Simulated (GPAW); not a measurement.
Crystal: HgSe.

```xyz
2
Lattice="0.0000 3.0390 3.0390 3.0390 0.0000 3.0390 3.0390 3.0390 0.0000" Properties=species:S:1:pos:R:3 pbc="T T T"
Hg    0.0000    0.0000    0.0000
Se    4.5585    4.5585    4.5585
```

```yaml
Program: GPAW 26.7.0
Task: relaxation of cell and atoms
Functional: BLYP
Potentials_or_basis: PAW data sets generated in the run's folder for this functional
Cutoff: 600 eV
Basis: pw
k_mesh: 8 × 8 × 8
Occupations: fermi-dirac, width 0.05 eV
Spin: no spin polarisation
```

At the start: pressure 8.6 GPa; volume 28.07 Å³/atom.

**Question.** How do energy, volume and symmetry change on relaxing?

**Answer.** Over 5 steps the energy falls by 116.4 meV/atom and the volume is 33.11 Å³/atom (+18.0 %); space group F-43m (No. 216, to 0.05 Å).

The path:
| step | energy change (eV) | largest force (eV/Å) | pressure (GPa) | volume (Å³) |
| --- | --- | --- | --- | --- |
| 1 | 0.0000 | 0.0000 | 8.60 | 56.13 |
| 2 | -0.0862 | 0.0000 | 6.38 | 57.97 |
| 3 | -0.2270 | 0.0000 | 1.00 | 64.46 |
| 4 | -0.2326 | 0.0000 | 0.17 | 65.91 |
| 5 | -0.2328 | 0.0000 | 0.01 | 66.23 |

Final structure:
```yaml
crystal:
  lattice:
    - [0.00000, 3.21118, 3.21118]
    - [3.21118, 0.00000, 3.21118]
    - [3.21118, 3.21118, 0.00000]
  atoms:
    - { symbol: Hg, position: [0.00000, 0.00000, 0.00000] }
    - { symbol: Se, position: [0.75000, 0.75000, 0.75000] }
```

Caveat: later steps reuse the first step's grids; the volume moved by over 15 % at a fixed basis, so the end points are rough; the volume moved by +18 % from the deposited cell, more than functionals usually miss.
